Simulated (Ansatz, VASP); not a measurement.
## Ge in VASP and in Ansatz

INCAR

```
PREC     = Accurate       # precision mode
ENCUT    = 520            # plane-wave cutoff, eV
EDIFF    = 1E-6           # SCF threshold, eV
ISMEAR   = 0              # smearing method
SIGMA    = 0.04           # smearing width, eV
LREAL    = F              # projectors in reciprocal space
LASPH    = T              # aspherical terms in the spheres
NELM     = 100            # most SCF steps
ALGO     = Fast           # electronic algorithm
ISIF     = 2              # what is computed and relaxed
LWAVE    = F              # write WAVECAR
LCHARG   = F              # write CHGCAR
LDIPOL   = T            
IDIPOL   = 3            
DIPOL    = 0.5 0.5 0.385
GGA      = PE             # functional
IVDW     = 12             # dispersion correction
NBANDS   = 21             # bands
```

KPOINTS

```
regular mesh
0
Gamma
  12 12 1
```

File POSCAR:

```
Ge
1.0
    4.0685005494      0.0000000000      0.0000000000
   -2.0342502747      3.5234248311      0.0000000000
    0.0000000000      0.0000000000     20.5300000000
Ge
2
Direct
    0.3333333333      0.6666666667      0.3677576700
    0.6666666667      0.3333333333      0.4022463517
```

Input for Ansatz:

```yaml
crystal:
  lattice:
    - [4.0685005494, 0.0, 0.0]
    - [-2.0342502747, 3.5234248311, 0.0]
    - [0.0, 0.0, 20.53]
  atoms:
    - { symbol: Ge, position: [0.3333333333, 0.6666666667, 0.36775767] }
    - { symbol: Ge, position: [0.6666666667, 0.3333333333, 0.4022463517] }
basis:
  ecutwfc: 420
kpoints:
  mp_grid: { grid: [12, 12, 1] }
hamiltonian:
  xc: pbe
  dispersion: d3bj
  pseudopotentials: { kind: paw, azcp: { folder: soft_1 } }
scf:
  occupations: { method: gaussian, width: 0.04 }
  n_extra_bands: 6
  max_iter: 160
output:
  forces: true
  eigenvalues: true
  write_density: true
  write_potential: true
  elf: true
  volumetric_format: npy
efield:
  axis: 3
  dipole_correction: true
```

Alike in both runs: task single point; functional PBE; dispersion D3(BJ); k mesh 12 × 12 × 1; occupations gaussian, width 0.04 eV; no spin polarisation.

```csv
,VASP,Ansatz
version,VASP 6.6.1,Ansatz 0.2.0
potentials or method,"VASP PAW PBE potentials, release 64 (Ge_d)","scalar-relativistic, plane waves, PAW"
plane-wave cutoff (eV),520,420
valence electrons in the cell,28,28
```

VASP gave:

| Item | Value |
| --- | --- |
| gap on the k mesh at the Fermi level (eV) | none |
| rms of the force components (eV/Å) | 0.083 |

Q: Estimate Ansatz's values.

A: gap on the k mesh at the Fermi level (eV): none; rms of the force components (eV/Å): 0.084.

Atom by atom the forces differ by 0.001 eV/Å (rms over components). A gap of «none» marks a metal or a gap that the smearing closes. Ansatz warned: «xc_potential_rough_in_thin_density».
